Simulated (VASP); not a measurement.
# Settings for V: relaxation of the cell

V, Im-3m (no. 229), 1 atom in the cell. PBEsol; PAW potentials V_sv (PBE set). VASP 6.6.1. The cell is changed on purpose: volume scaled by 1.03.

Wanted: cell volume within 0.2 %; lattice lengths within 0.1 %; shortest distances from each atom, periodic images included within 0.005 Å.

What the run is for: cell; Accuracy asked: standard.

The series start from Plane-wave cutoff (eV): 400; Smearing width (eV): 0.1; k-point mesh: 14 × 14 × 14; Relaxation passes: 2; Ionic threshold (EDIFFG): -0.005; Electronic threshold (eV): 1e-6; Precision mode (PREC): Accurate; Relaxation algorithm: IBRION=2 POTIM=0.5. Each series keeps the choices made before it, and each single choice may use up half of a tolerance. Times cover all steps of a run.

## Plane-wave cutoff (eV)

| Plane-wave cutoff (eV) | Cell volume (Å³) | Lattice lengths, largest deviation against the largest value | Shortest distances from each atom, periodic images included, largest deviation (Å) | Time (s) |
|---|---|---|---|---|
| 260 | 12.33 | 1.6 % | 0.0421 | 20 |
| 300 | 12.93 | 0.082 % | 0.0021 | 17 |
| 340 | 12.93 | 0.073 % | 0.0019 | 18 |
| 400 | 12.87 | 0.23 % | 0.0058 | 30 |
| 460 | 12.93 | 0.077 % | 0.0020 | 24 |
| 560 | 12.97 | 0.023 % | 0.0006 | 21 |
| 700 (reference) | 12.96 | 0 % | 0.0000 | 29 |

Chosen: 560, the loosest value from which every tighter one stays within half of the tolerance.

## Smearing width (eV)

| Smearing width (eV) | Cell volume (Å³) | Lattice lengths, largest deviation against the largest value | Shortest distances from each atom, periodic images included, largest deviation (Å) | Time (s) |
|---|---|---|---|---|
| 0.4 | 12.96 | 0.037 % | 0.0009 | 21 |
| 0.3 | 12.95 | 0.041 % | 0.0011 | 21 |
| 0.2 | 12.96 | 0.034 % | 0.0009 | 21 |
| 0.15 | 12.96 | 0.016 % | 0.0004 | 22 |
| 0.1 | 12.97 | 0.0051 % | 0.0001 | 21 |
| 0.05 (reference) | 12.97 | 0 % | 0.0000 | 21 |

Chosen: 0.15.

## k-point mesh

| k-point mesh | Cell volume (Å³) | Lattice lengths, largest deviation against the largest value | Shortest distances from each atom, periodic images included, largest deviation (Å) | Time (s) |
|---|---|---|---|---|
| 5 × 5 × 5 | 13.08 | 0.27 % | 0.0069 | 21 |
| 7 × 7 × 7 | 13.03 | 0.14 % | 0.0036 | 14 |
| 9 × 9 × 9 | 12.87 | 0.27 % | 0.0068 | 16 |
| 11 × 11 × 11 | 12.98 | 0.012 % | 0.0003 | 17 |
| 14 × 14 × 14 | 12.96 | 0.018 % | 0.0005 | 22 |
| 17 × 17 × 17 (reference) | 12.97 | 0 % | 0.0000 | 32 |

Chosen: 11 × 11 × 11.

## Relaxation passes

| Relaxation passes | Cell volume (Å³) | Lattice lengths, largest deviation against the largest value | Shortest distances from each atom, periodic images included, largest deviation (Å) | Time (s) |
|---|---|---|---|---|
| 1 | 12.98 | 0 % | 0.0000 | 14 |
| 2 | 12.98 | 0 % | 0.0000 | 17 |
| 3 (reference) | 12.98 | 0 % | 0.0000 | 21 |

Chosen: 1.

## Ionic threshold (EDIFFG)

| Ionic threshold (EDIFFG) | Cell volume (Å³) | Lattice lengths, largest deviation against the largest value | Shortest distances from each atom, periodic images included, largest deviation (Å) | Time (s) |
|---|---|---|---|---|
| -0.05 | 13.01 | 0.084 % | 0.0022 | 12 |
| -0.02 | 12.98 | 0.0062 % | 0.0002 | 14 |
| -0.01 | 12.98 | 0.0062 % | 0.0002 | 14 |
| -0.005 | 12.98 | 0.0062 % | 0.0002 | 14 |
| -0.002 (reference) | 12.97 | 0 % | 0.0000 | 19 |

Chosen: -0.02.

## Electronic threshold (eV)

| Electronic threshold (eV) | Cell volume (Å³) | Lattice lengths, largest deviation against the largest value | Shortest distances from each atom, periodic images included, largest deviation (Å) | Time (s) |
|---|---|---|---|---|
| 0.0001 | 13.02 | 0.11 % | 0.0027 | 10 |
| 1e-5 | 12.98 | 0.0047 % | 0.0001 | 12 |
| 1e-6 | 12.98 | 0.0051 % | 0.0001 | 14 |
| 1e-7 (reference) | 12.98 | 0 % | 0.0000 | 15 |

Chosen: 1e-5.

## Precision mode (PREC)

| Precision mode (PREC) | Cell volume (Å³) | Lattice lengths, largest deviation against the largest value | Shortest distances from each atom, periodic images included, largest deviation (Å) | Time (s) |
|---|---|---|---|---|
| Normal | 12.98 | 0 % | 0.0000 | 9.1 |
| Accurate (reference) | 12.98 | 0 % | 0.0000 | 12 |

Chosen: Normal.

## Relaxation algorithm

| Relaxation algorithm | Cell volume (Å³) | Lattice lengths, largest deviation against the largest value | Shortest distances from each atom, periodic images included, largest deviation (Å) | Time (s) |
|---|---|---|---|---|
| IBRION=2 POTIM=0.5 | 12.98 | 0 % | 0.0000 | 9.1 |
| IBRION=2 POTIM=0.2 | 12.98 | 0.018 % | 0.0005 | 7.6 |
| IBRION=1 POTIM=0.5 | 12.98 | 0.014 % | 0.0004 | 9.2 |
| IBRION=1 POTIM=0.2 | 12.97 | 0.026 % | 0.0007 | 7.4 |

Chosen: IBRION=1 POTIM=0.2; it saves 1.7 s of 9.1, so IBRION=2 POTIM=0.5 would do nearly as well.

## All choices together

| Input | Cell volume (Å³) | Lattice lengths, largest deviation against the largest value | Shortest distances from each atom, periodic images included, largest deviation (Å) | Time (s) |
|---|---|---|---|---|
| the program's defaults (naive) | 12.55 | 1.1 % | 0.0274 | 3.5 |
| chosen settings | 12.97 | 0.024 % | 0.0006 | 7.4 |
| reference settings throughout | 12.96 | 0 % | 0.0000 | 62 |

The tolerance is met.

Values of the reference run: Lattice lengths: 2.563, 2.563, 2.563 Å; Shortest distances from each atom, periodic images included: 2.563, 2.563, 2.563, 2.563 Å.

## The input

INCAR.step1:
```
GGA = PS ; ISPIN = 2
MAGMOM = 2 ; LORBIT = 11
ISMEAR = 1 ; SIGMA = 0.15
LWAVE = False ; LCHARG = False
NSW = 80 ; PREC = Normal
LASPH = True ; LREAL = False
ALGO = Normal ; EDIFF = 1E-5
NELM = 200 ; GGA_COMPAT = False
IBRION = 1 ; ISIF = 3
EDIFFG = -0.02 ; NELMIN = 4
ENCUT = 560 ; LMAXMIX = 4
KPAR = 8 ; POTIM = 0.2
```

INCAR.step2, as INCAR.step1 but for:
```
- NSW = 80
- IBRION = 1
- ISIF = 3
- EDIFFG = -0.02
- NELMIN = 4
- POTIM = 0.2
+ ISIF = 2
```

KPOINTS:
```
Automatic mesh
0
Gamma
  11 11 11
  0 0 0
```

POSCAR.step1:
```
V
1.0
   -1.5293445395      1.5293445395      1.5293445395
    1.5293445395     -1.5293445395      1.5293445395
    1.5293445395      1.5293445395     -1.5293445395
V
1
Direct
    0.0000000000      0.0000000000      0.0000000000
```

Commands (each step's output is kept before the next begins):
```
cat potpaw_PBE.64/V_sv/POTCAR > POTCAR
cp INCAR.step1 INCAR
cp POSCAR.step1 POSCAR
mpirun -np 8 vasp_std > vasp.out
cp CONTCAR POSCAR
cp INCAR.step2 INCAR
mpirun -np 8 vasp_std > vasp.out
```

The chosen input took VASP 6.6.1 7.4 s on 8 cores (Intel Xeon Platinum 8488C (Sapphire Rapids)), a shared host.

## An input that fails: ionic step far too long

VASP's message: ERROR FEXCF: supplied exchange-correlation table is too small, maximal index : 3870.

Changes against the starting input:
```
(all steps)
- NSW = 80
- NELM = 200
- IBRION = 2
- POTIM = 0.5
+ NSW = 30
+ NELM = 56
+ IBRION = 1
+ POTIM = 3.0
```
